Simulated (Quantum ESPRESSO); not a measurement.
Pt in Quantum ESPRESSO: the effect of Hubbard term

Pt:

```xyz
1
Lattice="0.0000 1.9609 1.9609 1.9609 0.0000 1.9609 1.9609 1.9609 0.0000" Properties=species:S:1:pos:R:3 pbc="T T T"
Pt    0.0000    0.0000    0.0000
```

Alike in all runs:

```yaml
Program: Quantum ESPRESSO 7.5
Task: Hubbard U by linear response
Functional: LDA
Potentials_or_basis: GBRV 1.5 LDA
Cutoff: 612 eV
Density_cutoff: 4898 eV
k_mesh: 10 × 10 × 10
Occupations: cold, width 0.2 eV
Spin: no spin polarisation
Start_of_the_occupations: default
Hubbard_projectors: ortho-atomic
Form_of_the_LDA_correlation: PZ81
Mixing_beta: 0.3
Most_SCF_iterations: 120
SCF_threshold: 2e-10 Ry
q_mesh: 2 × 2 × 2
```

```tsv
Hubbard term	pressure (GPa)
Pt d U = 0.0001 eV	-7.1
Pt d U = 2.0 eV	-6.1
Pt d U = 4.0 eV	-4.9
Pt d U = 6.0 eV	-3.4
Pt d U = 8.0 eV	?
```

**Question.** What does the run with Hubbard term Pt d U = 8.0 eV give?

**Answer.** Pressure -1.2 GPa.

Worked out: A parabola through the other rows of the pressure, of slope 0.927 GPa per eV there, extrapolates to -1.7 GPa, against the run's -1.2.

Caveats: the computed U isn't converged in cell size; U without spin polarisation on a metal has little footing; the U is typed as a test and isn't derived for this compound.
